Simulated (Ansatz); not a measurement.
**CsBr: do energies and stresses tell the same story?**

Theory: DFT PBE, scalar-relativistic, plane waves, PAW (Ansatz 0.2.0).

Plane waves to 420 eV, a k mesh through Γ of 6×6×6 on the computed 2-atom cell and Gaussian smearing (0.02 eV); no spin polarisation.

Relaxed cell: Pm-3m, a = 4.389 Å, b = 4.389 Å, c = 4.389 Å, α = 90.00°, β = 90.00°, γ = 90.00°, 2 atoms in the primitive cell.

Energies at zero smearing and pressures from the stress tensor, at volumes with shape and atoms relaxed:
| V (Å³/atom) | E − E(first) (meV/atom) | P (GPa) |
| --- | --- | --- |
| 37.208 | 0.00 | 2.170 |
| 38.477 | -14.33 | 1.471 |
| 39.745 | -23.61 | 0.891 |
| 41.014 | -28.69 | 0.407 |
| 42.282 | -30.27 | 0.004 |
| 43.551 | -28.93 | -0.331 |
| 44.819 | -25.17 | -0.611 |
| 46.511 | -17.06 | -0.913 |

Check P = −dE/dV between neighbouring volumes, and get the bulk modulus from the pressures alone.

With 1 eV/Å³ = 160.2 GPa:
```tsv
middle V (Å³/atom)	−ΔE/ΔV (GPa)	mean P (GPa)
37.843	1.810	1.820
39.111	1.172	1.181
40.380	0.642	0.649
41.648	0.200	0.206
42.917	-0.168	-0.164
44.185	-0.476	-0.471
45.665	-0.768	-0.762
```

The two differ by 0.011 GPa at most. The mean of two end pressures misses the average over a step by about ΔV² P″/12, up to 0.011 GPa here; with that taken off 0.000 GPa remains. Around V = 42.282 Å³/atom, the two neighbours give B = −V ΔP/ΔV = 42.282 × 0.739 / 2.537 = 12.3 GPa, against B0 = 12.2 GPa from the Birch–Murnaghan fit of the energies.